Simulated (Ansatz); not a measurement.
Something may be wrong with this Ansatz 0.2.0 calculation of MnS.

File input.yaml:

```yaml
crystal:
  lattice:
    - [0.0, 2.4734634191, 2.4734634191]
    - [2.4734634191, 0.0, 2.4734634191]
    - [2.4734634191, 2.4734634191, 0.0]
  atoms:
    - { symbol: Mn, position: [0.0, 0.0, 0.0] }
    - { symbol: S, position: [0.75, 0.75, 0.75] }
hamiltonian:
  xc: pbe
  pseudopotentials: { kind: paw }
kpoints:
  mp_grid: { grid: [9, 9, 9] }
scf:
  occupations: { method: fermi_dirac, width: 0.3 }
  n_extra_bands: 0
  max_iter: 50
output:
  forces: true
  stress: true
  eigenvalues: true
```

Potentials or basis: Ansatz PAW.

The run is started by

```bash
$ ansatz run input.yaml --threads 2 --pin off --max-ram 5632MiB --backend cpu --events-out ev --progress --plain --runs-dir out
```

Output:

```text
Error: inconsistent input (scf.n_extra_bands, scf.occupations.method): n_bands = 11 leaves no empty band above the 11 bands per channel that the deck's 21 electrons occupy, and the occupations search for the Fermi level (a smearing at a finite width, or tetrahedra): a level found among occupied bands alone can fill a metal as an insulator; raise scf.n_extra_bands until at least 12 bands are solved (omitted, it auto-derives to 16) (see scf.n_extra_bands in the input reference)
```

Problem. What happened, and what is wrong with the input?

Solution. The program refused the input. The input holds a flaw that was put in on purpose: too few bands (scf.n_extra_bands = 0; scf.occupations = method fermi_dirac, width 0.3).

A sound run on the same cell differs in these lines of the main input:
```diff
@@ -15,3 +15 @@
-  occupations: { method: fermi_dirac, width: 0.3 }
-  n_extra_bands: 0
-  max_iter: 50
+  occupations: { method: fermi_dirac, width: 0.05 }
```
